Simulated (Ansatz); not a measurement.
## Calculated 47Ti NMR of the central transition for TiO2

Cell: an entry of the Crystallography Open Database (COD; perhaps a calculated or model structure), ions relaxed with r2SCAN at fixed cell.

Space group P3_121 (No. 152); a = 5.2910, c = 6.1330 Å, γ = 120.00°.

```csv
site,Wyckoff,site symmetry,x,y,z
Ti,3a,.2.,0.4550,0.0000,0.3333
O,6c,1,0.4087,0.2926,0.2278
```

One atom of each set is listed.

All values are calculated (Ansatz; DFT, r2SCAN, plane waves and PAW, scalar-relativistic, 500 eV cutoff, Γ-centred 6×6×5 k-points, Fermi–Dirac smearing 0.01 eV), not measured.

47Ti has I = 5/2 and Q = 302.0 mb (Pyykkö 2018); at 18.8 T its Larmor frequency is ν₀ = 45.2 MHz. Only the quadrupole interaction is simulated: positions count from each site's isotropic chemical shift, and shift anisotropy, dipolar and J coupling are left out.

Simulated pattern of one Ti site (static powder, Gaussian broadening 9 kHz):

```
offset (kHz)  height
      -145.7       0
      -135.6      25
      -125.6      73
      -115.6     100
      -105.5      79
       -95.5      59
       -85.5      51
       -75.4      47
       -65.4      43
       -55.3      41
       -45.3      40
       -35.3      39
       -25.2      38
       -15.2      38
        -5.2      37
         4.9      31
        14.9      31
        25.0      34
        35.0      38
        45.0      44
        55.1      59
        65.1      89
        75.1      32
        85.2       0
```

(1) Which |C_Q| and η does the pattern imply?

Answers

(1) The pattern spans 208 kHz before broadening and its centre of gravity is at -37.3 kHz, which fixes P_Q; the places of the horns and steps fix η. That gives P_Q = 16.8 MHz, |C_Q| = 16.7 MHz and η = 0.08. The sign of C_Q can't be read from the pattern.
